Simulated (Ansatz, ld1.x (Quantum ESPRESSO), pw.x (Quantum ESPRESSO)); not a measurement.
# Ba: one change to the TM potential, in the atom and in the bcc crystal

* Element: Ba (Z = 56)
* Generator: ld1.x (Quantum ESPRESSO) 7.5
* Type: norm-conserving Troullier–Martins (Kleinman–Bylander form)
* Functional: PBE
* Relativity: scalar-relativistic
* Frozen core: [Xe]
* Valence charge: 2
* Reference configuration: 5d0 6s1.75 6p0.25
* Partial waves: 6p (bound): rc 4.20 bohr; 5d (bound, empty): rc 3.50 bohr; 6s (bound): rc 3.80 bohr
* Local potential: the s channel
* Core correction: Bessel-smoothed model core inside 3.65 bohr

Change: local potential the d channel.

Cutoffs, loose and tight: the cutoffs (Ry, on a coarse ladder) from which the occupation-weighted sum of valence levels, in a spherical-Bessel basis at the reference potential, stays within 10 and 1 mRy of its value at 400 Ry. They do not see the model core or the augmentation charge, which bear on the density cutoff. Test errors are all-electron minus pseudo excitation energies from the reference, over the configurations 5d0 6s2 6p0; 5d0 6s1 6p0; 5d0 6s1.5 6p0; 5d1 6s0 6p0; 5d0.5 6s1.5 6p0; 5d0 6s0 6p2; 5d1 6s1 6p0; variants that change the core or the reference have their own tests.

Crystal test: bcc Ba in pw.x 7.5, no spin, 9³ k-points, Fermi–Dirac smearing 0.01 Ry, cutoffs set for each file from its atomic test. The reference is all-electron LAPW (Ansatz 0.2.0) with the same functional, mesh and smearing; V0 and B0 come from Birch–Murnaghan fits to the pressures at five volumes. Errors are pseudo minus all-electron; Δ is the rms difference of the E(V) curves that follow from these fits, minima aligned, over ±6 % about the mean V0. Mesh and smearing are coarse, so the numbers serve the comparison and aren't converged zero-temperature values; the lattice is a test structure that the element need not adopt.

All-electron: a0 = 5.031 Å (V0 = 63.67 Å³/atom), B0 = 8.4 GPa.

Task: Does the change bring the crystal closer to the all-electron result?

Result: The mean pressure error goes from +0.44 to +2.04 GPa, so the change moves the solid further from the all-electron pressures.

| quantity | base | changed |
| --- | --- | --- |
| outcome (atom) | generated | generated |
| cutoff, loose (atom) | 6 Ry | 6 Ry |
| cutoff, tight (atom) | 6 Ry | 6 Ry |
| bound ghosts (atom) | none | s |
| largest test error (meV) (atom) | -53 | -52 over the solved tests; 1 of 7 tests not solved or not reliable |
| cutoffs in pw.x (Ry) | 50/200 | 50/200 |
| a0 (Å) | 5.106 | – |
| a0 error (%) | +1.48 | – |
| B0 error (%) | +7.6 | – |
| Δ (meV/atom) | 5.6 | – |
| mean pressure error (GPa) | +0.44 | +2.04 |

A dash: not determined, or the minimum lies outside the volumes sampled.

Base: This is a poor potential for the solid. Changed file: This is a poor potential for the solid. Note: ghost state, extra bound levels that the all-electron valence spectrum of the same l lacks: s at -16.3 eV. A true bound ghost makes a file unfit for plane-wave use. Atomic configuration tests: 1 of 7 tests not solved or not reliable. The atomic cutoffs weigh occupied waves only.
